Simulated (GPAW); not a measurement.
# Au (Cmcm) in GPAW: phonons with PBE

Aim: the phonons of Au with PBE.

Program: GPAW 26.7.0. These are calculated values, not measurements. Logs are shortened: lines on timing, memory, paths and dates and some standing lists are left out, and cuts for length are marked. The log counts tension as positive stress, the text compression.

**1. Starting point**

The structure is orthorhombic, space group Cmcm (No. 63). The conventional cell has a = 2.823 Å, b = 5.112 Å, c = 4.893 Å, α = 90.00°, β = 90.00°, γ = 90.00°. Au (site symmetry m2m) has 12 Au at 2.82 to 2.97 Å as nearest neighbours.

This isn't the form of Au at room conditions, which is fcc.

**2. Phonons, PBE**

File run.py:

```python
import json
import numpy as np
from ase import Atoms
from ase.constraints import FixSymmetry
from ase.io import read, write
from ase.optimize import BFGS
from phonopy import Phonopy
from phonopy.structure.atoms import PhonopyAtoms
from gpaw import GPAW, PW

atoms = read('POSCAR')

calc = GPAW(mode=PW(510),
            xc='PBE',
            kpts={'size': (8, 8, 4), 'gamma': True},
            occupations={'name': 'fermi-dirac', 'width': 0.05},
            nbands=23,
            convergence={'density': 1e-06, 'eigenstates': 1e-09},
            maxiter=150,
            txt='gpaw.txt')
atoms.calc = calc
atoms.set_constraint(FixSymmetry(atoms))
BFGS(atoms, trajectory='relax.traj', logfile='-').run(fmax=0.005, steps=40)
atoms.set_constraint()
energy = atoms.get_potential_energy()
forces = atoms.get_forces()
stress = atoms.get_stress()
calc.write('gs.gpw')
write('result.traj', atoms)
print('Cell:', atoms.cell.cellpar().round(4))
print(atoms.get_scaled_positions().round(5))

def force_constants(scale):
    unit = PhonopyAtoms(symbols=atoms.get_chemical_symbols(), cell=atoms.cell[:] * scale**(1 / 3),
                        scaled_positions=atoms.get_scaled_positions())
    ph = Phonopy(unit, supercell_matrix=np.diag([1, 1, 1]), primitive_matrix=np.eye(3), symprec=1e-4)
    ph.generate_displacements(distance=0.01)
    forces = []
    for i, sc in enumerate(ph.supercells_with_displacements):
        a = Atoms(sc.symbols, cell=sc.cell, scaled_positions=sc.scaled_positions, pbc=True)
        c = GPAW(mode=PW(510),
                 xc='PBE',
                 kpts={'size': (8, 8, 4), 'gamma': True},
                 occupations={'name': 'fermi-dirac', 'width': 0.05},
                 nbands=23,
                 convergence={'density': 1e-06, 'eigenstates': 1e-09},
                 maxiter=150,
                 txt=f'disp-{scale:.3f}-{i:02d}.txt')
        a.calc = c
        f = a.get_forces()
        forces.append(f - f.mean(axis=0))
        print(f'displacement {i}: drift', f.mean(axis=0).round(5), flush=True)
    ph.forces = forces
    ph.produce_force_constants()
    ph.symmetrize_force_constants()
    return ph

qpoints = [[0.0, 0.0, 0.0]]
results = {}
for scale in [1.0]:
    ph = force_constants(scale)
    ph.run_qpoints(qpoints)
    nu = ph.qpoints.frequencies * 33.35641  # THz to cm^-1
    results[f'{scale:.3f}'] = nu.tolist()
    for qp, f in zip(qpoints, nu):
        print(scale, np.round(qp, 4), f.round(2))
json.dump(results, open('phonons.json', 'w'))
```

File POSCAR:

```
Au
1.0
    1.4113099650     -2.5559330250      0.0000000000
    1.4113099650      2.5559330250      0.0000000000
    0.0000000000      0.0000000000      4.8931696100
Au
2
Direct
    0.3346720300      0.6653279700      0.2500000000
    0.6653279700      0.3346720300      0.7500000000
```

Potentials or basis: GPAW PAW data sets (gpaw-data 1.2.1), pw.

Launch:

```
OMP_NUM_THREADS=1 python run.py
```

gpaw.txt:

```text
__  _  _
 | _ |_)|_||  |
 |__||  | ||/\| - 26.7.0

Input parameters:
  mode=PW(ecut=510.0),
  convergence={'density': 1e-06, 'eigenstates': 1e-09},
  kpts=MonkhorstPack(size=(8, 8, 4), gamma=True),
  maxiter=150,
  nbands=23,
  occupations=Occupations(name='fermi-dirac', width=0.05),
  xc=XC(name='PBE')

Diagonalizing LCAO Hamiltonian
Converting LCAO to pw mode

       Au

        Au

Atoms  # Å, Bohr magnetons
|   | symbol |        x |         y |        z |    initial magnetic moments |
|---|--------|----------|-----------|----------|-----------------------------|
| 0 |     Au | 1.411310 |  0.845134 | 1.223292 | ( 0.0000,  0.0000,  0.0000) |
| 1 |     Au | 1.411310 | -0.845134 | 3.669877 | ( 0.0000,  0.0000,  0.0000) |

Unit cell  # Å
| periodic |        x |         y |        z |  lengths |     angles |
|----------|----------|-----------|----------|----------|------------|
|      yes | 1.411310 | -2.555933 | 0.000000 | 2.919690 |  90.000000 |
|      yes | 1.411310 |  2.555933 | 0.000000 | 2.919690 |  90.000000 |
|      yes | 0.000000 |  0.000000 | 4.893170 | 4.893170 | 122.187660 |

Number of symmetries: 4
Symmetry operations  # r_c * U_cc + t_c -> r_c
|   | kind |            matrix            |
|---|------|------------------------------|
| 0 |  E   |  1, 0, 0,  0, 1, 0,  0, 0, 1 |
| 1 |  C2  |  0, 1, 0,  1, 0, 0,  0, 0,-1 |
| 2 |  σ   |  0,-1, 0, -1, 0, 0,  0, 0, 1 |
| 3 |  i   | -1, 0, 0,  0,-1, 0,  0, 0,-1 |

BZ-sampling:
  Number of BZ points: 256
  Number of IBZ points: 78

  Monkhorst-Pack size: [8, 8, 4]
  Monkhorst-Pack shift: [0.0625, 0.0625, 0.125]

K-points  # in reciprocal-cell coordinates
|     |                                coordinates |     weight |
|-----|--------------------------------------------|------------|
|   0 | (  0.00000000,   0.00000000,   0.00000000) | 0.00390625 |
|   1 | (  0.00000000,   0.00000000,   0.25000000) | 0.00781250 |
|   2 | (  0.00000000,   0.00000000,   0.50000000) | 0.00390625 |
|   3 | (  0.12500000,  -0.12500000,  -0.25000000) | 0.00781250 |
|   4 | (  0.12500000,  -0.12500000,   0.00000000) | 0.00781250 |
|   5 | (  0.12500000,  -0.12500000,   0.25000000) | 0.00781250 |
|   6 | (  0.12500000,  -0.12500000,   0.50000000) | 0.00781250 |
|   7 | (  0.12500000,   0.00000000,  -0.25000000) | 0.01562500 |
|   8 | (  0.12500000,   0.00000000,   0.00000000) | 0.01562500 |
|   9 | (  0.12500000,   0.00000000,   0.25000000) | 0.01562500 |
| ... |                                            |            |
|  77 | (  0.50000000,   0.50000000,   0.50000000) | 0.00390625 |

Plane wave coefficients: 938
Cutoff: 510.0 eV

Spin-components: 1 (collinear spins)
Bands:           23
Projectors:      12
Spin-degeneracy: 2
Datatype:        complex128

Parallelization:
  kpt:    1
  domain: 1
  band:   1

Density:
  Valence electrons: 22.0
  Components: 1
  Grid points: [16 16 27]
  Charge: 0.0  # |e|

Potential:
  Grid points: [16 16 27]

species:
  Au:
    name:    Gold
    Z:       79.0
    valence: 11
    core:    68
    charge:  0.0  # [|e|]
    compensation charges:
      type: gauss
      rc: 0.42  # [Å]
      lmax: 2
    cutoffs:
      filter: 2.33  # [Å]
      core: 2.81  # [Å]
    projectors
    | kind |    occ | energy [eV] | rcut [Å] |
    |------|--------|-------------|----------|
    |   6s |  1.000 |      -5.728 |    1.323 |
    |   6p |  0.000 |      -0.775 |    1.323 |
    |   5d | 10.000 |      -6.891 |    1.323 |
    |    s |        |      21.484 |    1.323 |
    |    p |        |      26.436 |    1.323 |
    |    d |        |      20.321 |    1.323 |

    Using partial waves for Au as LCAO basis

Reference energy: -1033196.542219  # eV

eigensolver:
  PPCG
  Converge bands: occupied
  niter=2

density mixing:
  MSR1-Mixer
  Pratt-step length: 0.05
  Maximum mixing coefficient: 0.75
  Old densities: 10
  SVD Regularization: 0.005
  Good broyden scale: 1.0
  Trust region scale: 1.0
  Backstep threshold: 4.0
  History deletion threshold: 6.0
  Fourier metric: weight=20.0, sigma=0.015

occupation numbers:
  Fermi-Dirac:
    width: 0.0500  # eV

poisson solver:
  ecut: 4080.0  # eV

xc functional:
  name: PBE with 2 nearest neighbor stencil

convergence criteria:
- Maximum integral of absolute [dens]ity change: 1e-06 electrons / valence electron
- Maximum integral of absolute [eigenst]ate change: 1e-09 eV^2 / valence electron
- Maximum [total energy] change in last 3 cyles: 0.0005 eV / valence electron
maximum number of iterations: 150

SCF iterations
|iter     | |      energy | eigst |  dens |
|---------|-|-------------|-------|-------|
|iter:   1| |   -6.821847 | -0.39 |       |
|iter:   2| |   -6.702841 | -2.71 | -1.09 |
|iter:   3| |   -6.262784 | -2.04 | -1.14 |
|iter:   4| |   -6.258369 | -4.41 | -2.07 |
|iter:   5| |   -6.256962c| -4.23 | -2.35 |
|iter:   6| |   -6.256966c| -5.97 | -3.70 |
|iter:   7| |   -6.256966c| -7.19 | -4.08 |
|iter:   8| |   -6.256966c| -8.85 | -4.78 |
|iter:   9| |   -6.256966c| -9.59c| -5.21 |
|iter:  10| |   -6.256966c|-10.21c| -5.98 |
|iter:  11| |   -6.256966c|-10.98c| -6.57c|

Converged in 11 steps
Energy contributions relative to reference atoms: (reference = -1033196.542219)

Energy contributions:
  Kinetic:         -14.264971
  Coulomb:          11.325490
  Zero:              0.288668
  External:          0.000000
  Xc:               -3.602659
  Entropy:          -0.006990
  Spinorbit:         0.000000
  ----------------------------
  Free energy:      -6.260461
  Extrapolated:     -6.256966

dipole moment: (-0.000016, -0.000000, -0.000027)  # |e|*Ang

Fermi level: 9.356
Eigenvalues  # (at kpt = [0.000, 0.000, 0.000])
| band index |      eig [eV] | occ [0-2] |
|------------|---------------|-----------|
|          0 |        -0.108 |     2.000 |
|        ... |               |           |
|          4 |         5.003 |     2.000 |
|          5 |         5.241 |     2.000 |
|          6 |         5.492 |     2.000 |
|          7 |         5.885 |     2.000 |
|          8 |         6.027 |     2.000 |
|          9 |         7.178 |     2.000 |
|         10 |         7.225 |     2.000 |
|         11 |         8.309 |     2.000 |
|         12 |        11.808 |     0.000 |
|         13 |        24.819 |     0.000 |
|         14 |        25.884 |     0.000 |
|         15 |        27.197 |     0.000 |
|         16 |        27.761 |     0.000 |
|         17 |        28.699 |     0.000 |
|         18 |        30.729 |     0.000 |
|         19 |        31.059 |     0.000 |
|        ... |               |           |
|         22 |        32.507 |     0.000 |

No gap
No difference between direct/indirect transitions

Forces  # eV/Ang
|       x |        y |        z |
|---------|----------|----------|
| 0.00000 | -0.00534 |  0.00001 |  # Au   0
| 0.00000 |  0.00534 | -0.00001 |  # Au   1

       Au

        Au

Atoms  # Å, Bohr magnetons
|   | symbol |        x |         y |        z |    initial magnetic moments |
|---|--------|----------|-----------|----------|-----------------------------|
| 0 |     Au | 1.411310 |  0.845058 | 1.223292 | ( 0.0000,  0.0000,  0.0000) |
| 1 |     Au | 1.411310 | -0.845058 | 3.669877 | ( 0.0000,  0.0000,  0.0000) |

Unit cell  # Å
| periodic |        x |         y |        z |  lengths |     angles |
|----------|----------|-----------|----------|----------|------------|
|      yes | 1.411310 | -2.555933 | 0.000000 | 2.919690 |  90.000000 |
|      yes | 1.411310 |  2.555933 | 0.000000 | 2.919690 |  90.000000 |
|      yes | 0.000000 |  0.000000 | 4.893170 | 4.893170 | 122.187660 |

convergence criteria:
- Maximum integral of absolute [dens]ity change: 1e-06 electrons / valence electron
- Maximum integral of absolute [eigenst]ate change: 1e-09 eV^2 / valence electron
- Maximum [total energy] change in last 3 cyles: 0.0005 eV / valence electron
maximum number of iterations: 150

SCF iterations
|iter     | |      energy | eigst |  dens |
|---------|-|-------------|-------|-------|
|iter:   1| |   -6.256966c| -7.78 |       |
|iter:   2| |   -6.256966c| -9.27c| -5.55 |
|iter:   3| |   -6.256966c| -9.54c| -5.58 |
|iter:   4| |   -6.256966c|-10.07c| -6.40c|

Converged in 4 steps
Energy contributions relative to reference atoms: (reference = -1033196.542219)

Energy contributions:
  Kinetic:         -14.264785
  Coulomb:          11.325333
  Zero:              0.288658
  External:          0.000000
  Xc:               -3.602676
  Entropy:          -0.006992
  Spinorbit:         0.000000
  ----------------------------
  Free energy:      -6.260462
  Extrapolated:     -6.256966

dipole moment: (-0.000015, -0.000000, -0.000027)  # |e|*Ang

Fermi level: 9.356
Eigenvalues  # (at kpt = [0.000, 0.000, 0.000])
| band index |      eig [eV] | occ [0-2] |
|------------|---------------|-----------|
|          0 |        -0.108 |     2.000 |
|        ... |               |           |
|          4 |         5.003 |     2.000 |
|          5 |         5.241 |     2.000 |
|          6 |         5.492 |     2.000 |
|          7 |         5.885 |     2.000 |
|          8 |         6.027 |     2.000 |
|          9 |         7.178 |     2.000 |
|         10 |         7.224 |     2.000 |
|         11 |         8.309 |     2.000 |
|         12 |        11.808 |     0.000 |
|         13 |        24.819 |     0.000 |
|         14 |        25.884 |     0.000 |
|         15 |        27.197 |     0.000 |
|         16 |        27.761 |     0.000 |
|         17 |        28.700 |     0.000 |
|         18 |        30.729 |     0.000 |
|         19 |        31.058 |     0.000 |
|        ... |               |           |
|         22 |        32.508 |     0.000 |

No gap
No difference between direct/indirect transitions

Forces  # eV/Ang
|       x |        y |        z |
|---------|----------|----------|
| 0.00000 | -0.00524 |  0.00001 |  # Au   0
| 0.00000 |  0.00524 | -0.00001 |  # Au   1

       Au

        Au

Atoms  # Å, Bohr magnetons
|   | symbol |        x |         y |        z |    initial magnetic moments |
|---|--------|----------|-----------|----------|-----------------------------|
| 0 |     Au | 1.411310 |  0.841285 | 1.223292 | ( 0.0000,  0.0000,  0.0000) |
| 1 |     Au | 1.411310 | -0.841285 | 3.669877 | ( 0.0000,  0.0000,  0.0000) |

Unit cell  # Å
| periodic |        x |         y |        z |  lengths |     angles |
|----------|----------|-----------|----------|----------|------------|
|      yes | 1.411310 | -2.555933 | 0.000000 | 2.919690 |  90.000000 |
|      yes | 1.411310 |  2.555933 | 0.000000 | 2.919690 |  90.000000 |
|      yes | 0.000000 |  0.000000 | 4.893170 | 4.893170 | 122.187660 |

convergence criteria:
- Maximum integral of absolute [dens]ity change: 1e-06 electrons / valence electron
- Maximum integral of absolute [eigenst]ate change: 1e-09 eV^2 / valence electron
- Maximum [total energy] change in last 3 cyles: 0.0005 eV / valence electron
maximum number of iterations: 150

SCF iterations
|iter     | |      energy | eigst |  dens |
|---------|-|-------------|-------|-------|
|iter:   1| |   -6.256946c| -4.39 |       |
|iter:   2| |   -6.256946c| -6.09 | -3.85 |
|iter:   3| |   -6.256946c| -7.07 | -3.88 |
|iter:   4| |   -6.256946c| -7.67 | -4.27 |
|iter:   5| |   -6.256946c| -9.59c| -5.22 |
|iter:   6| |   -6.256946c| -9.67c| -5.70 |
|iter:   7| |   -6.256946c|-10.39c| -6.41c|

Converged in 7 steps
Energy contributions relative to reference atoms: (reference = -1033196.542219)

Energy contributions:
  Kinetic:         -14.260358
  Coulomb:          11.321384
  Zero:              0.288603
  External:          0.000000
  Xc:               -3.603038
  Entropy:          -0.007077
  Spinorbit:         0.000000
  ----------------------------
  Free energy:      -6.260485
  Extrapolated:     -6.256946

dipole moment: (-0.000016, -0.000000, -0.000027)  # |e|*Ang

Fermi level: 9.355
Eigenvalues  # (at kpt = [0.000, 0.000, 0.000])
| band index |      eig [eV] | occ [0-2] |
|------------|---------------|-----------|
|          0 |        -0.108 |     2.000 |
|        ... |               |           |
|          4 |         5.011 |     2.000 |
|          5 |         5.243 |     2.000 |
|          6 |         5.490 |     2.000 |
|          7 |         5.874 |     2.000 |
|          8 |         6.038 |     2.000 |
|          9 |         7.190 |     2.000 |
|         10 |         7.214 |     2.000 |
|         11 |         8.309 |     2.000 |
|         12 |        11.808 |     0.000 |
|         13 |        24.806 |     0.000 |
|         14 |        25.883 |     0.000 |
|         15 |        27.208 |     0.000 |
|         16 |        27.753 |     0.000 |
|         17 |        28.721 |     0.000 |
|         18 |        30.746 |     0.000 |
|         19 |        31.024 |     0.000 |
|        ... |               |           |
|         22 |        32.537 |     0.000 |

No gap
No difference between direct/indirect transitions

Forces  # eV/Ang
|       x |        y |        z |
|---------|----------|----------|
| 0.00000 | -0.00071 |  0.00001 |  # Au   0
| 0.00000 |  0.00071 | -0.00001 |  # Au   1

Stress tensor  # eV/Ang^3
|         x |         y |         z |
|-----------|-----------|-----------|
| -0.029016 |  0.000000 |  0.000000 |
|  0.000000 | -0.045211 |  0.000000 |
|  0.000000 |  0.000000 | -0.025444 |

# Writing to gs.gpw (mode='')
```

Run time: 8.4 min. Hardware: 1 thread of Intel Xeon at 2.50GHz (Skylake/Cascade Lake), shared host; peak memory 0.34 GiB.

What came out:

* Free energy: -6.2605 eV
* Pressure after relaxing: 5.3 GPa
* Band gap on the k mesh: none (metal or under the smearing width)
* Highest phonon frequency at Γ: 142 cm⁻¹

Stress tensor (GPa, compression positive):
```
4.65 0.00 0.00
0.00 7.24 0.00
0.00 0.00 4.08
```

Final structure:
```yaml
crystal:
  lattice:
    - [1.41131, -2.55593, 0.00000]
    - [1.41131, 2.55593, 0.00000]
    - [0.00000, 0.00000, 4.89317]
  atoms:
    - { symbol: Au, position: [0.33543, 0.66457, 0.25000] }
    - { symbol: Au, position: [0.66457, 0.33543, 0.75000] }
```

Levels at points of the mesh, in eV from the Fermi level:
```csv
k point,band 7,band 8,band 9,band 10,band 11,band 12,band 13,band 14,band 15,band 16
"(0.00, 0.00, 0.00)",-3.87,-3.48,-3.32,-2.17,-2.14,-1.05,2.45,15.45,16.53,17.85
"(0.00, 0.00, 0.50)",-4.18,-4.18,-2.65,-2.65,-2.52,-2.52,10.32,10.32,15.89,15.89
"(0.50, 0.00, 0.00)",-3.47,-1.99,-1.81,-1.66,0.49,1.76,5.86,7.31,7.39,10.26
"(0.50, 0.00, 0.50)",-2.38,-2.38,-1.71,-1.71,0.69,0.69,4.08,4.08,13.39,13.39
"(0.50, 0.50, 0.00)",-3.63,-1.92,-1.90,-1.72,0.25,1.28,5.49,6.87,7.01,11.10
"(0.50, 0.50, 0.50)",-2.33,-2.33,-1.79,-1.79,0.30,0.30,3.54,3.54,13.04,13.04
```

Phonon frequencies in cm⁻¹ (negative: imaginary):
```tsv
q point	frequencies
(0.000, 0.000, 0.000)	0 0 0 33 41 142
```

Caveat: the cell is more than 3 GPa from zero pressure, which shifts response properties; with this Au data set, volumes or pressures lay over 1.5 % or 2 GPa off other programs in two to four cells of ten; the cutoff is short for stress and forces, so pressures can be off by a GPa or more.
